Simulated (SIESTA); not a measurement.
The system is NiO.

```
Ni O
1.0
     0.00000    2.08590    2.08590
     2.08590    0.00000    2.08590
     2.08590    2.08590    0.00000
Ni O
1 1
Direct
  0.00000 0.00000 0.00000
  0.50000 0.50000 0.50000
```

Base run:

```yaml
Program: SIESTA 5.4.2
Functional: PBE
Potentials_or_basis: PseudoDojo 0.4 standard (PBE files)
Basis: DZP (energy shift 0.003 Ry; two zetas on semicore shells)
Grid_cutoff: 800 Ry
Energy_shift: 0.003 Ry
k_mesh: 8 × 8 × 8
Occupations: fermi-dirac, width 0.05 eV
Spin: collinear spin, ferromagnetic start
Starting_moments: "[1.0, 0.0] μB"
Hubbard_terms: Ni d U = 6 eV
```

Its results: band gap on the k mesh 2.36 eV, indirect (least direct gap 3.24 eV); pressure 15.1 GPa; net moment 2.00 μB per cell.

Task: The run is repeated on the same cell with these changes: hubbard terms from Ni d U = 6 eV to none. What comes out?

Result: Band gap on the k mesh none (metal or under the smearing width); pressure -1.0 GPa; net moment 0.00 μB per cell.

The U term pushes filled and empty states of the shell apart.

Caveats: short orbitals over semicore shells can move pressures by several GPa; the basis of atomic orbitals isn't converged, which shifts pressures, moduli and gaps; a cell with one magnetic atom can't hold antiferromagnetic order, which such compounds often take (some runs); semilocal functionals often make such compounds metallic where correlation or magnetic order opens a gap, which also shifts bond lengths (some runs).

A k mesh can miss the band edges.
